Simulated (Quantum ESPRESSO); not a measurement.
**Ir under changes of volume**

One of the cells (14.059 Å³/atom); the others are scaled copies at fixed shape and fractional positions:

```
Ir
1.0
     0.00000    1.91560    1.91560
     1.91560    0.00000    1.91560
     1.91560    1.91560    0.00000
Ir
1
Direct
  0.00000 0.00000 0.00000
```

* Program: Quantum ESPRESSO 7.5
* Functional: PBE
* Potentials or basis: SSSP 1.3 efficiency PBE
* Cutoff: 748 eV
* Density cutoff: 5987 eV
* k mesh: 12 × 12 × 12
* Occupations: fermi-dirac, width 0.05 eV
* Spin: no spin polarisation

```tsv
volume (Å³/atom)	energy over the lowest point (meV/atom)	pressure (GPa)
13.215	?	?
13.496	83.20	28.5
13.778	40.20	18.9
14.059	13.03	10.3
14.340	0.29	2.7
14.621	0.00	-4.1
14.902	11.02	-10.1
```

**Question.** What does the run at 13.215 Å³/atom give?

**Answer.** Energy over the lowest point 144.32 meV/atom; pressure 39.4 GPa.

Worked out: A Birch-Murnaghan fit of order 3 (a polynomial in V^(-2/3)) to the other rows has its minimum at 14.48 Å³/atom with B0 = V·E''(V) = 350 GPa and B' = 4.9. It gives 143.98 meV/atom at 13.215 Å³/atom, against the run's 144.32, and -dE/dV = 40.1 GPa, against 39.4.

Energies are extrapolated to zero smearing.
